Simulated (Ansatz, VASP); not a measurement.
# Fe in VASP and in Ansatz

```
Fe
1.0
     0.00000    1.86362    1.86362
     1.86362    0.00000    1.86362
     1.86362    1.86362    0.00000
Fe
1
Cartesian
  0.0000 0.0000 0.0000
```

Change from the starting cell: volume scaled by 1.06, crystal datasets.

Alike in both runs: task electric field gradients; functional PBE; k mesh 17 × 17 × 17; occupations fermi-dirac, width 0.03 eV; collinear spin.

|  | VASP | Ansatz |
| --- | --- | --- |
| version | VASP 6.6.1 | Ansatz 0.2.0 |
| potentials or method | VASP PAW PBE potentials, release 64 (Fe), cutoff 520 eV | all-electron PAW with datasets made for the crystal, scalar-relativistic |

|  | VASP | Ansatz | Ansatz less VASP |
| --- | --- | --- | --- |
| pressure (GPa) | -10.4 | -10.3 | +0.05 |
| net moment per atom (μB) | 2.67 | 2.67 | +0.003 |
| size of the moment on the site where the two differ most (μB) | 2.68 | 2.73 | +0.050 |
| Vzz of the field gradient on the site that differs most (V/Å²) | 0.0 | 0.0 | 0.00 |

Site moments also hang on the region over which each program counts them. Ansatz ran all-electron here, so the differences hold the error of VASP's frozen core and of both bases.
